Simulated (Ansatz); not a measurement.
# EuS: the cost of one run

Program: Ansatz 0.2.0. Level of theory: DFT PBE+U, scalar-relativistic, plane waves, PAW. These are calculated values, not measurements.

The COD entry's cell or inner coordinates are ideal or old and differ from later refinements, so a difference from it is no clean test against experiment.

## Step 1: The system as given

The structure is cubic, space group Fm-3m (No. 225). The conventional cell has a = 5.957 Å, b = 5.957 Å, c = 5.957 Å, α = 90.00°, β = 90.00°, γ = 90.00°. Eu (site symmetry m-3m) has 6 S at 2.98 Å as nearest neighbours. Around S (site symmetry m-3m) lie 6 Eu at 2.98 Å.

Coordinates:

```xyz
2
Lattice="0.0000 2.9785 2.9785 2.9785 0.0000 2.9785 2.9785 2.9785 0.0000" Properties=species:S:1:pos:R:3 pbc="T T T"
Eu    0.0000    0.0000    0.0000
S     2.9785    2.9785    2.9785
```

The structure rests on an entry of the Crystallography Open Database; cell or positions may have been set otherwise for this series.

## Step 2: Single point: EuS, moments +

Input file input.yaml:

```yaml
crystal:
  lattice:
    - [0.0, 2.9785, 2.9785]
    - [2.9785, 0.0, 2.9785]
    - [2.9785, 2.9785, 0.0]
  atoms:
    - { symbol: Eu, position: [0.0, 0.0, 0.0], spin: 7.0 }
    - { symbol: S, position: [0.5, 0.5, 0.5] }
magnetization:
  spin_polarized: true
scf:
  occupations: { method: gaussian, width: 0.02 }
output:
  eigenvalues: true
  populations: true
  write_density: true
  write_potential: true
  elf: true
  volumetric_format: npy
hamiltonian:
  hubbard: { sites: [{ species: Eu, l: f, u_eff: 3.0 }] }
  xc: pbe
kpoints:
  mp_grid: { grid: [10, 10, 10] }
```

Started as:

```sh
$ ansatz run input.yaml --threads 2 --pin off --max-ram 6144MiB --backend cpu --events-out ev --progress --plain --runs-dir out
```

What time and memory should one allow on 2 threads of Intel Xeon 6975P-C (Granite Rapids), shared host?

About 5.1 s, with a peak of 0.48 GiB.
